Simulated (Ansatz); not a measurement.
# Ir (P6_3/mmc) in Ansatz: a series of runs, part 2 of 3

Ansatz 0.2.0.

## Step 3: Relaxation of cell and atoms, PBEsol, target pressure 5 GPa, at which the enthalpy is minimised

Input file input.yaml:

```yaml
crystal:
  lattice:
    - [2.7513778946, 0.0, 0.0]
    - [-1.3756889473, 2.3827631521, 0.0]
    - [0.0, 0.0, 4.46229]
  atoms:
    - { symbol: Ir, position: [0.3333333333, 0.6666666667, 0.25] }
    - { symbol: Ir, position: [0.6666666667, 0.3333333333, 0.75] }
kpoints:
  mp_grid: { grid: [11, 11, 6] }
scf:
  occupations: { method: fermi_dirac, width: 0.05 }
hamiltonian:
  xc: pbesol
  pseudopotentials: { kind: all_electron, lapw: { basis_error: 0.001 } }
output:
  forces: true
  stress: true
relax:
  f_tol: 0.005
  max_steps: 60
  cell: { p_target: 5 }
```

Potentials or basis: all-electron LAPW, scalar-relativistic.

Started as:

```
$ ansatz run input.yaml --threads 1 --pin off --max-ram 3072MiB --backend cpu --events-out ev --progress --plain --runs-dir out
```

Standard output:

```text
Warning: RAYON_NUM_THREADS=1 ignored (pool sized by the plan → 1); use --threads N
The last accepted step is kept in <dir> (removed where the run ends without a failure and the disk answers)
LAPW: plane waves up to 8.847 Å⁻¹, error target 1.0e-3 eV per atom; small_component_spin mean_spin; Ir in spheres of 1.328 Å, 41 of its electrons in bands, Dirac shells [] (how accurate: hamiltonian.pseudopotentials.lapw.basis_error, Limitations)
Engine: ansatz 0.2.0, aarch64-unknown-linux-gnu
Pseudopotentials: kind: all_electron
Pseudopotential: Ir, LAPW, valence charge 41, lapw/all_electron/scalar/gaussian/Ir, Koelling and Harmon's equation, gaussian nucleus
Functional definition: PBEsol
  exchange = pbesol_x
  correlation = pbesol_c
Crystal: 2 atoms, lattice volume = 29.254 Å³
Basis set: ecut = 298.2366793307347 eV, 325 PW (Γ), exchange–correlation at level 2
Bands: 50, of which v1, the nominal top of the filled ones, is band 41 counted from 1 (40 counted from 0)
Symmetry: 24 space group operations
Space group: P63/mmc (ITA 194), of the structure as read, at distance tolerance 3.1e-5 Å
k-points: 64 of 726
Non-local potential: Ir, projectors of the file, none
Initial density: superposition of atomic densities (chi_scale 0.1, normalization cell)
Initial wavefunctions: plane waves of lowest kinetic energy (no species holds an atomic orbital)
Functional: x = pbesol(κ = 0.804, μ = 0.12345679012345678), c = pbesol(β = 0.046)
iter 1 solved again at ethr=8.68e-5 eV; its pass at ethr=1.00e-1 eV (dr2=7.11e-2 eV) is discarded
SCF iter   1: F=—  HF=-969779.406952 eV  |F-HF|=—  |Δ(HF+E_count)|=         —  Δρ=2.31e-2  dr2=7.14e-2  ethr=8.68e-5  ⟨swp⟩=3.0  Hψ=20254  notcnv=0
preconditioner: auto → Kerker (q_TF=auto, 3.240 Å⁻¹)  [metal: Δε(μ)=0.002 eV  Ē_g=13.721 eV  σ=0.050 eV  W_gap=0.01  n_scr=22 (ndim 8)  ℏωp=29.1 eV  f_vac=0.000  D(μ)=3.00/eV (n_scr^D=36)]
SCF iter   2: F=—  HF=-969779.245322 eV  |F-HF|=—  |Δ(HF+E_count)|=   1.62e-1  Δρ=9.11e-3  dr2=1.43e-2  ethr=8.68e-5  ⟨swp⟩=2.0  Hψ=9741  notcnv=0
SCF iter   3: F=—  HF=-969779.239241 eV  |F-HF|=—  |Δ(HF+E_count)|=   6.08e-3  Δρ=6.78e-3  dr2=8.74e-3  ethr=1.74e-5  ⟨swp⟩=2.0  Hψ=9215  notcnv=0
SCF iter   4: F=—  HF=-969779.238791 eV  |F-HF|=—  |Δ(HF+E_count)|=   4.49e-4  Δρ=3.52e-3  dr2=2.89e-3  ethr=1.07e-5  ⟨swp⟩=2.0  Hψ=9215  notcnv=0
SCF iter   5: F=—  HF=-969779.238838 eV  |F-HF|=—  |Δ(HF+E_count)|=   4.68e-5  Δρ=1.02e-3  dr2=2.92e-4  ethr=3.53e-6  ⟨swp⟩=2.0  Hψ=9215  notcnv=0
iter 6 solved again at ethr=1.23e-8 eV; its pass at ethr=3.56e-7 eV (dr2=1.01e-5 eV) is discarded
[... 48 lines left out ...]
SCF iter   2: F=-969779.274133 eV  HF=-969779.274133 eV  |F-HF|=1.79e-8  |Δ(HF+E_count)|=   6.79e-8  Δρ=1.40e-5  dr2=5.17e-8  ethr=8.15e-11  ⟨swp⟩=2.0  Hψ=9203  notcnv=0
SCF 5 converged in 2 iterations: F = -969779.274133 eV  dr2 = 5.17e-8
relax step   5: F+E_penalty+E_count = -969779.27413261 eV  Δ(F+E_penalty+E_count) = +1.549e-4 eV  max|allowed force component| = 1.018e-16 eV/Å  Δτ_max = 0.0000 Å  P = +5.001 GPa  Ω = 27.881 Å³  (2 SCF iters, accepted)
iter 1 solved again at ethr=9.96e-11 eV; its pass at ethr=1.00e-1 eV (dr2=8.17e-8 eV) is discarded
SCF iter   1: F=—  HF=-969779.274132 eV  |F-HF|=—  |Δ(HF+E_count)|=         —  Δρ=1.40e-5  dr2=5.06e-8  ethr=9.96e-11  ⟨swp⟩=6.5  Hψ=22530  notcnv=0  reapply=36
SCF iter   2: F=-969779.274132 eV  HF=-969779.274132 eV  |F-HF|=6.17e-9  |Δ(HF+E_count)|=   4.51e-8  Δρ=1.00e-5  dr2=2.67e-8  ethr=6.17e-11  ⟨swp⟩=2.0  Hψ=9203  notcnv=0
SCF 6 converged in 2 iterations: F = -969779.274132 eV  dr2 = 2.67e-8
relax step   6: F+E_penalty+E_count = -969779.27413214 eV  Δ(F+E_penalty+E_count) = +4.728e-7 eV  max|allowed force component| = 7.401e-17 eV/Å  Δτ_max = 0.0000 Å  P = +5.002 GPa  Ω = 27.881 Å³  stress off target by 2.46e-3 GPa  SCF on the basis re-selected at this cell (its energy is not comparable with the rows above)  (2 SCF iters)
basis re-selected at this cell: Δ(F+E_penalty+E_count) = +4.728e-7 eV, ΔP = +0.000 GPa vs the last step (what re-selecting the basis moved, after the strain that the cell walked since its last selection, with what the two solves' SCF thresholds leave and, on support functions, any second-order correction that the steps lacked; it is no measure of the basis error at this ecutwfc). This SCF's stress stands 2.46e-3 GPa from its target on what of the cell is left free (relax.cell.stress_tol is 5.00e-2 GPa) and its largest allowed force component is 7.40e-17 eV/Å (relax.f_tol is 5.00e-3 eV/Å): within both
SCF converged after 2 iterations
Free energy (F): -969779.274132 eV
Harris-Foulkes:  -969779.274132 eV  (|F-HF|=6.17e-9)
Internal energy: -969779.250651 eV  (E = F + TS)
E sigma→0 (E₀):  -969779.262392 eV
Entropy (-TS):   -0.023481 eV (-11.741 meV/atom)
Fermi energy:    32.510554 eV
--- Per-component energies (eV) ---
  E_band       = -5697.401740
  E_kinetic    = 1097245.617681
  E_xc         = -18676.294234
  E_electrostatic = -2048348.574098  (all electrons and nuclei)
  E_smearing   = -0.023481  (= −TS)
  E_closure    = -0.000000  (closes the sum)
  E_atoms      = -969759.074522  (free atoms, spherical and without spin; not in F)
  Σ components = -969779.274132   (vs F -969779.274132, Δ=0.00e0)
  Basis errors (estimates in eV, not in F): energy 2.4e-4 per atom: plane waves 2.3e-4 (1.2e-4 summed), levels above the bands 1.9e-133, relativity 6.4e-8, radial functions 9.2e-6, core shells 1.2e-6; eigenvalues (radial functions only) 1.4e-6; not estimated: angular momenta, meshes, grids; target (lapw.basis_error) 1.0e-3; muffin-tin radii Ir 1.307 Å
--- Forces (eV/Å), atoms counted from 1 ---
  atom   1  Ir    -0.00000000     0.00000000     0.00000000
  atom   2  Ir    -0.00000000    -0.00000000     0.00000000
  max |Σ_I F_I| component: 4.63e-17 eV/Å
--- Stress (GPa, compression-positive) ---
        5.002456      -0.000000       0.000000
        0.000000       5.002456       0.000000
        0.000000       0.000000       5.000009
  P = ⅓ Tr σ = 5.0016 GPa (50.016 kbar)
--- Relaxed structure (5 steps of the walk, 4 accepted, 1 SCFs on fresh bases) ---
  F+E_penalty+E_count = -969779.27413214 eV   max|allowed force component| = 7.401e-17 eV/Å   (the final SCF, on the basis selected at the relaxed cell)
  cell:  # Å, volume = 27.8812 Å³
    - [2.7078921618826897, 2.8662221122857445e-35, 0.0]
    - [-1.3539460809413448, 2.3451034028991735, 0.0]
    - [0.0, 0.0, 4.390539509521024]
  atoms:
    - { symbol: Ir, position: [0.33333333333333326, 0.6666666666666665, 0.24999999999999997] }
    - { symbol: Ir, position: [0.6666666666666666, 0.33333333333333326, 0.7499999999999999] }
```

Wall time 1.9 min (1 thread of Arm Neoverse V1, shared host); peak memory 0.44 GiB.

Results:

- Free energy: -969779.2741 eV
- Relaxed volume: 13.94 Å³/atom
- Relaxed cell: a = 2.708 Å, b = 2.708 Å, c = 4.391 Å, α = 90.00°, β = 90.00°, γ = 120.00°
- Space group after relaxing (to 0.05 Å): P6_3/mmc (No. 194)
- Energy change on relaxing (the enthalpy is what falls): -17.6 meV/atom
- Ionic steps: 5
- Pressure after relaxing: 5.0 GPa

Step by step:
```
step  energy change (eV)  largest force (eV/Å)  volume (Å³)
   1              0.0000                0.0000        29.25
   2             -0.0403                0.0000        28.13
   3             -0.0354                0.0000        27.89
   4             -0.0353                0.0000        27.88
   5             -0.0353                0.0000        27.88
```

Final structure:
```xyz
2
Lattice="2.7079 0.0000 0.0000 -1.3539 2.3451 0.0000 0.0000 0.0000 4.3905" Properties=species:S:1:pos:R:3 pbc="T T T"
Ir    0.0000    1.5634    1.0976
Ir    1.3539    0.7817    3.2929
```

Spin-orbit coupling is left out, which matters for the levels of Ir.

[end of part 2 of 3]
